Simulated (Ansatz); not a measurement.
One change: `CCCI` becomes `CCCS`.

Ansatz, PBE0-D4/def2-TZVP geometries, multiplicity 1. Each molecule was computed in one conformer, which needn't be the lowest.

Elements past krypton have def2 core potentials.

```
                                          property  `CCCI`
size of the dipole moment (ωB97M-V/def2-TZVPP) / D    2.03
             LUMO energy (ωB97M-V/def2-TZVPP) / eV    1.29
               LUMO energy (B3LYP/def2-TZVPP) / eV   -0.89
                LUMO energy (PBE0/def2-TZVPP) / eV   -0.64
  size of the dipole moment (B3LYP/def2-TZVPP) / D    2.05
               HOMO energy (B3LYP/def2-TZVPP) / eV   -6.92
```

Question: What does the change do to each property? (Estimate.)

Answer: Ansatz gave: 
```tsv
property	`CCCS`	shift
size of the dipole moment (ωB97M-V/def2-TZVPP) / D	1.61	-0.42
LUMO energy (ωB97M-V/def2-TZVPP) / eV	2.28	0.99
LUMO energy (B3LYP/def2-TZVPP) / eV	0.30	1.19
LUMO energy (PBE0/def2-TZVPP) / eV	0.60	1.24
size of the dipole moment (B3LYP/def2-TZVPP) / D	1.62	-0.43
HOMO energy (B3LYP/def2-TZVPP) / eV	-6.52	0.40
```

With PBE0 the HOMO rises by 0.40 eV and the LUMO rises by 1.24 eV, so the gap widens by about 0.84 eV. PBE moves the HOMO by 0.49 eV and ωB97M-V by 0.32 eV. Dipoles are sizes alone; their direction can turn.

B3LYP here is the variant with VWN-RPA as its local correlation; programs differ in this.

Spin–orbit coupling is left out; it splits and shifts lone-pair levels of the heavy atoms by tenths of an eV.

Positive LUMOs are unbound, so they and the gaps depend on the basis.
